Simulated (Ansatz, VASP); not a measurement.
One calculation of InSb, two programs

File INCAR:

```
  ALGO = Normal
  EDIFF = 1E-6
  ENCUT = 520
  GGA = PE
  ISIF = 2
  ISMEAR = 0
  LASPH = T
  LCHARG = T
  LELF = T
  LREAL = F
  LVHAR = T
  LWAVE = F
  NBANDS = 16
  NELM = 80
  PREC = Accurate
  SIGMA = 0.15
```

The input KPOINTS:

```
k-points
0
Gamma
  14 14 14
```

Contents of POSCAR:

```
InSb
1.0
    0.0000000000      3.2391000000      3.2391000000
    3.2391000000      0.0000000000      3.2391000000
    3.2391000000      3.2391000000      0.0000000000
In Sb
1 1
Direct
    0.0000000000      0.0000000000      0.0000000000
    0.7500000000      0.7500000000      0.7500000000
```

Input for Ansatz:

```yaml
crystal:
  lattice:
    - [0.0, 3.2391, 3.2391]
    - [3.2391, 0.0, 3.2391]
    - [3.2391, 3.2391, 0.0]
  atoms:
    - { symbol: In, position: [0.0, 0.0, 0.0] }
    - { symbol: Sb, position: [0.75, 0.75, 0.75] }
basis:
  ecutwfc: 420
kpoints:
  mp_grid: { grid: [14, 14, 14] }
hamiltonian:
  xc: pbe
scf:
  occupations: { method: gaussian, width: 0.15 }
output:
  forces: true
  stress: true
  eigenvalues: true
  write_density: true
  write_potential: true
  elf: true
  volumetric_format: npy
```

Alike in both runs: task single point; functional PBE; k mesh 14 × 14 × 14; occupations gaussian, width 0.15 eV; no spin polarisation.

|  | VASP | Ansatz |
| --- | --- | --- |
| version | VASP 6.6.1 | Ansatz 0.2.0 |
| potentials or method | VASP PAW PBE potentials, release 64 (In_d, Sb) | scalar-relativistic, plane waves, PAW |
| plane-wave cutoff (eV) | 520 | 420 |
| valence electrons in the cell | 18 | 28 |

```tsv
	VASP	Ansatz	Ansatz less VASP
gap on the k mesh at the Fermi level (eV)	none	none	-
pressure (GPa)	3.1	3.1	+0.03
```

A gap of «none» marks a metal or a gap that the smearing closes. The two sets of potentials don't hold the same shells in valence.

Caveats: this crystal is a semiconductor, whose small gap the functional closes, so the metal is an error of the method. Spin-orbit coupling is left out, which matters for the levels of Sb.
